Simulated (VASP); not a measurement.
# Ni (Fd-3m) in VASP: notebook, part 2 of 3

VASP 6.6.1. Earlier steps stand in the parts before.

## Step 3: Single point, PBEsol

This run uses another cell than the first one, of 17.53 Å³/atom, 1.120 times its volume.

The input, INCAR:

```
PREC = Accurate
ENCUT = 520
EDIFF = 1E-6
ISMEAR = -1
SIGMA = 0.1
LREAL = False
LASPH = True
NELM = 80
ALGO = Fast
ISIF = 2
LWAVE = False
LCHARG = False
GGA = PS
NBANDS = 17
```

The input, KPOINTS:

```
regular mesh
0
Gamma
  12 12 12
```

The input, POSCAR:

```
Ni
1.0
    0.0000000000      2.5978205082      2.5978205082
    2.5978205082      0.0000000000      2.5978205082
    2.5978205082      2.5978205082      0.0000000000
Ni
2
Direct
    0.1250000000      0.1250000000      0.1250000000
    0.8750000000      0.8750000000      0.8750000000
```

Potentials or basis: VASP PAW PBE potentials, release 64 (Ni).

Command:

```
cat potpaw_PBE.64/Ni/POTCAR > POTCAR
mpirun -np 1 vasp_std > vasp.out
```

OUTCAR:

```text
PREC = Accurate
   ENCUT = 520
   EDIFF = 1E-6
   ISMEAR = -1
   LREAL = False
   LASPH = True
   NELM = 80
   ISIF = 2
   GGA = PS

 ion  position               nearest neighbor table
   1  0.125  0.125  0.125-   2 2.25   2 2.25   2 2.25   2 2.25
   2  0.875  0.875  0.875-   1 2.25   1 2.25   1 2.25   1 2.25

  LATTYP: Found a face centered cubic cell.
 ALAT       =     5.1956410164

  Lattice vectors:

 A1 = (   0.0000000000,   2.5978205082,   2.5978205082)
 A2 = (   2.5978205082,   0.0000000000,   2.5978205082)
 A3 = (   2.5978205082,   2.5978205082,   0.0000000000)

Analysis of symmetry for initial positions (statically):
=====================================================================
 Subroutine PRICEL returns:
 Original cell was already a primitive cell.

 Routine SETGRP: Setting up the symmetry group for a
 face centered cubic supercell.

 Subroutine GETGRP returns: Found 48 space group operations
 (whereof 12 operations were pure point group operations)
 out of a pool of 48 trial point group operations.

The static configuration has the point symmetry D_3d.
 The point group associated with its full space group is O_h .

Analysis of symmetry for dynamics (positions and initial velocities):
=====================================================================
 Subroutine PRICEL returns:
 Original cell was already a primitive cell.

 Routine SETGRP: Setting up the symmetry group for a
 face centered cubic supercell.

 Subroutine GETGRP returns: Found 48 space group operations
 (whereof 12 operations were pure point group operations)
 out of a pool of 48 trial point group operations.

The dynamic configuration has the point symmetry D_3d.
 The point group associated with its full space group is O_h .

 Subroutine INISYM returns: Found 48 space group operations
 (whereof 12 operations are pure point group operations),
 and found     1 'primitive' translations

----------------------------------------------------------------------------------------

                                     Primitive cell

  volume of cell :      35.0637

  direct lattice vectors                    reciprocal lattice vectors
     0.000000000  2.597820508  2.597820508    -0.192469033  0.192469033  0.192469033
     2.597820508  0.000000000  2.597820508     0.192469033 -0.192469033  0.192469033
     2.597820508  2.597820508  0.000000000     0.192469033  0.192469033 -0.192469033

  length of vectors
     3.673872995  3.673872995  3.673872995     0.333366143  0.333366143  0.333366143

  position of ions in fractional coordinates (direct lattice)
     0.125000000  0.125000000  0.125000000
     0.875000000  0.875000000  0.875000000

  ion indices of the primitive-cell ions
   primitive index   ion index
                 1           1
                 2           2

----------------------------------------------------------------------------------------

 KPOINTS: regular mesh

Automatic generation of k-mesh.
 Grid dimensions read from file:
 generate k-points for:   12   12   12

 Generating k-lattice:

  Cartesian coordinates                     Fractional coordinates (reciprocal lattice)
    -0.016039086  0.016039086  0.016039086     0.083333333  0.000000000  0.000000000
     0.016039086 -0.016039086  0.016039086     0.000000000  0.083333333  0.000000000
     0.016039086  0.016039086 -0.016039086     0.000000000  0.000000000  0.083333333

  Length of vectors
     0.027780512  0.027780512  0.027780512

  Shift w.r.t. Gamma in fractional coordinates (k-lattice)
     0.000000000  0.000000000  0.000000000

 Subroutine IBZKPT returns following result:
 ===========================================

 Found     72 irreducible k-points:

 Following reciprocal coordinates:
            Coordinates               Weight
  0.000000  0.000000  0.000000      1.000000
  0.083333  0.000000  0.000000      8.000000
  0.166667  0.000000  0.000000      8.000000
  0.250000  0.000000  0.000000      8.000000
  0.333333  0.000000  0.000000      8.000000
  0.416667  0.000000  0.000000      8.000000
[... 16 lines left out ...]
  0.500000  0.166667  0.000000     24.000000
 -0.416667  0.166667  0.000000     24.000000
 [... further k-points ...]
   k-points           NKPTS =     72   k-points in BZ     NKDIM =     72   number of bands    NBANDS=     17
   number of dos      NEDOS =    301   number of ions     NIONS =      2
   total plane-waves  NPLWV =  21952
   dimension x,y,z NGX =    28 NGY =   28 NGZ =   28
   dimension x,y,z NGXF=    56 NGYF=   56 NGZF=   56
   ions per type =               2
   NGX,Y,Z   is equivalent  to a cutoff of  12.67, 12.67, 12.67 a.u.
   NGXF,Y,Z  is equivalent  to a cutoff of  25.34, 25.34, 25.34 a.u.
 SYSTEM =  unknown system
   PREC   = accura    normal or accurate (medium, high low for compatibility)
   ISTART =      0    job   : 0-new  1-cont  2-samecut
   ICHARG =      2    charge: 1-file 2-atom 10-const
   ISPIN  =      1    spin polarized calculation?
   LNONCOLLINEAR =      F non collinear calculations
   LSORBIT =      F    spin-orbit coupling
   LASPH  =      T    aspherical Exc in radial PAW
   ENCUT  =  520.0 eV  38.22 Ry    6.18 a.u.   6.83  6.83  6.83*2*pi/ulx,y,z
   NELM   =     80;   NELMIN=  2; NELMDL= -5     # of ELM steps
   EDIFF  = 0.1E-05   stopping-criterion for ELM
   LREAL  =      F    real-space projection
   EDIFFG = 0.1E-04   stopping-criterion for IOM
   NSW    =      0    number of steps for IOM
   IBRION =     -1    ionic relax: 0-MD 1-quasi-New 2-CG
   NFREE  =      0    steps in history (QN), initial steepest desc. (CG)
   ISIF   =      2    stress and relaxation
   ISYM   =      2    0-nonsym 1-usesym 2-fastsym
   POTIM  = 0.5000    time-step for ionic-motion
   TEBEG  =    0.0;   TEEND  =   0.0 temperature during run
   PSTRESS=    0.0 pullay stress
   NELECT =      20.0000    total number of electrons
   NUPDOWN=      -1.0000    fix difference up-down
   EMIN   =  10.00;   EMAX   =-10.00  energy-range for DOS
   EFERMI =   0.00;   METHOD = LEGACY
   ISMEAR =    -1;   SIGMA  =   0.10  broadening in eV -4-tet -1-fermi 0-gaus
   EFERMI_NEDOS =   21; number of points for ismear=-14 and -15
   IALGO  =     68    algorithm
   IMIX   =      4    mixing-type and parameters
     AMIX     =   0.40;   BMIX     =  1.00
     AMIX_MAG =   1.60;   BMIX_MAG =  1.00
  volume/ion in A,a.u.               =      17.53       118.31
  Fermi-wavevector in a.u.,A,eV,Ry     =   1.357685  2.565653 25.079736  1.843309
  Thomas-Fermi vector in A             =   2.484582
   LORBIT       =      0    0 simple, 1 ext, 2 COOP (PROOUT), +10 PAW based schemes
   GGA     = PS    functional components
   LHFCALC =     F    Hartree Fock is set to
   AEXX    =    0.0000 exact exchange contribution
   IVDW    =     0    specifies the selected vdW correction
   LEPSILON=     F    determine dielectric tensor
   LRPA    =     F    only Hartree local field effects (RPA)
 non-spin polarized calculation
 RMM-DIIS sequential band-by-band and
  energy-cutoff  :      520.00
  volume of cell :       35.06
 maximum number of plane-waves:       960
   NGX = 13   NGY = 13   NGZ = 13

 number of electron      20.0000022 magnetization

 Free energy of the ion-electron system (eV)
  ---------------------------------------------------
  ext. energy  EPLUGINS =         0.00000000
  ---------------------------------------------------
  free energy    TOTEN  =        -9.40746833 eV

  energy without entropy =       -9.18651238  energy(sigma->0) =       -9.29699035

 E-fermi :   3.7965     XC(G=0): -10.5598

 val. band max:        3.7947927881   @ k =  -0.2500   0.4167   0.1667
 cond. band min:       3.7969399012   @ k =  -0.1667   0.1667   0.0000
 fundamental gap:      0.0021471131
 Fermi energy:         3.7965010550

 k-point     1 :       0.0000    0.0000    0.0000
  band No.  band energies     occupation
      1      -2.3067      2.00000
      2       1.4330      2.00000
      3       1.4330      2.00000
      4       1.4486      2.00000
      5       1.4486      2.00000
      6       1.4486      2.00000
[... 9 lines left out ...]
     16      15.8041      0.00000
     17      15.8041      0.00000
[... 441 lines left out ...]
 k-point    24 :      -0.4167    0.1667    0.0000
  band No.  band energies     occupation
      1       0.6879      2.00000
      2       1.1704      2.00000
      3       1.3368      2.00000
      4       1.4661      2.00000
      5       1.7018      2.00000
      6       1.8701      2.00000
[... 9 lines left out ...]
     16      17.7746      0.00000
     17      18.4698      0.00000

 [... further k-points ...]

------------------------ aborting loop because EDIFF is reached ----------------------------------------

  FORCE on cell =-STRESS in cart. coord.  units (eV):
  Direction    XX          YY          ZZ          XY          YZ          ZX
  --------------------------------------------------------------------------------------
  -------------------------------------------------------------------------------------
  Total       -2.0089673     -2.0089673     -2.0089673     -0.0000000     -0.0000000      0.0000000
  in kB      -91.7964801    -91.7964801    -91.7964801     -0.0000000     -0.0000000      0.0000000
  external PRESSURE =     -91.7964801 kB  Pullay stress =       0.0000000 kB

 VOLUME and BASIS-vectors are now :
 -----------------------------------------------------------------------------
  energy-cutoff  :      520.00
  volume of cell :       35.06
      direct lattice vectors                 reciprocal lattice vectors
     0.000000000  2.597820508  2.597820508    -0.192469033  0.192469033  0.192469033
     2.597820508  0.000000000  2.597820508     0.192469033 -0.192469033  0.192469033
     2.597820508  2.597820508  0.000000000     0.192469033  0.192469033 -0.192469033

 POSITION                                       TOTAL-FORCE (eV/Angst)
 -----------------------------------------------------------------------------------
      0.64946      0.64946      0.64946        -0.000000     -0.000000     -0.000000
      4.54619      4.54619      4.54619         0.000000      0.000000      0.000000
 -----------------------------------------------------------------------------------
    total drift:                                0.000000      0.000000     -0.000000

  FREE ENERGIE OF THE ION-ELECTRON SYSTEM (eV)
  ---------------------------------------------------
  free  energy   TOTEN  =        -9.4074683297 eV

  energy  without entropy=       -9.1865123795  energy(sigma->0) =       -9.29699035
```

OSZICAR:

```text
N       E                     dE             d eps       ncg     rms          rms(c)
DAV:   1     0.915399975313E+02    0.91540E+02   -0.94039E+03  2456   0.148E+03
DAV:   2    -0.795239111865E+01   -0.99492E+02   -0.93030E+02  2473   0.241E+02
DAV:   3    -0.111147835380E+02   -0.31624E+01   -0.30867E+01  2770   0.585E+01
DAV:   4    -0.111506591213E+02   -0.35876E-01   -0.35861E-01  3074   0.555E+00
DAV:   5    -0.111514732009E+02   -0.81408E-03   -0.81406E-03  2923   0.752E-01    0.122E+01
RMM:   6    -0.113285232745E+02   -0.17705E+00   -0.15771E+01  2717   0.524E+01    0.143E+01
RMM:   7    -0.941853326344E+01    0.19100E+01   -0.43851E+00  2660   0.285E+01    0.172E+00
RMM:   8    -0.940972923609E+01    0.88040E-02   -0.12601E-02  2762   0.119E+00    0.462E-01
RMM:   9    -0.940755409595E+01    0.21751E-02   -0.44315E-03  2949   0.641E-01    0.201E-01
RMM:  10    -0.940742393563E+01    0.13016E-03   -0.17888E-03  3087   0.467E-01    0.735E-02
RMM:  11    -0.940746161991E+01   -0.37684E-04   -0.60030E-04  3049   0.212E-01    0.292E-02
RMM:  12    -0.940746427465E+01   -0.26547E-05   -0.11892E-04  3278   0.862E-02    0.184E-02
RMM:  13    -0.940746801515E+01   -0.37405E-05   -0.21741E-05  3150   0.320E-02    0.386E-03
RMM:  14    -0.940746832974E+01   -0.31458E-06   -0.24419E-06  1739   0.129E-02
   1 F= -.94074683E+01 E0= -.92969904E+01  d E =-.220956E+00
```

stdout:

```text
POSCAR found type information on POSCAR Ni
 POSCAR found :  1 types and       2 ions
 scaLAPACK will be used
 -----------------------------------------------------------------------------
|                                                                             |
|                                                                             |
|     You enforced a specific xc type in the INCAR file but a different       |
|     I HOPE YOU KNOW WHAT YOU ARE DOING!                                     |
|                                                                             |
 -----------------------------------------------------------------------------

 LDA part: xc-table for (Slater+PW92), standard interpolation
 POSCAR, INCAR and KPOINTS ok, starting setup
 FFT: planning ... GRIDC
 FFT: planning ... GRID_SOFT
 FFT: planning ... GRID
 WAVECAR not read
 entering main loop
```

Wall time 24 s (1 thread of Intel Xeon 6975P-C (Granite Rapids), shared host); peak memory 0.17 GiB.

Results:

```
Free energy            : -9.4075 eV
Pressure               : -9.2 GPa
Band gap on the k mesh : none (metal or under the smearing width)
```

Levels at points of the mesh, in eV from the Fermi level:
```csv
k point,band 6,band 7,band 8,band 9,band 10,band 11,band 12,band 13,band 14,band 15
"(0.00, 0.00, 0.00)",-2.35,-0.99,-0.99,-0.99,-0.08,-0.08,11.36,11.36,11.36,12.01
"(0.50, 0.00, 0.00)",-2.25,-1.16,-0.68,-0.68,-0.22,-0.22,0.82,8.33,8.33,12.05
"(0.50, 0.50, 0.00)",-1.90,-1.17,-1.17,-0.10,-0.10,1.29,1.29,4.48,4.48,9.13
```

Caveat: the PAW data sets were made with another functional, which shifts forces and pressure a little; the run has no spin polarisation, though such a crystal can be magnetic.

(Part 2 of 3 ends here.)
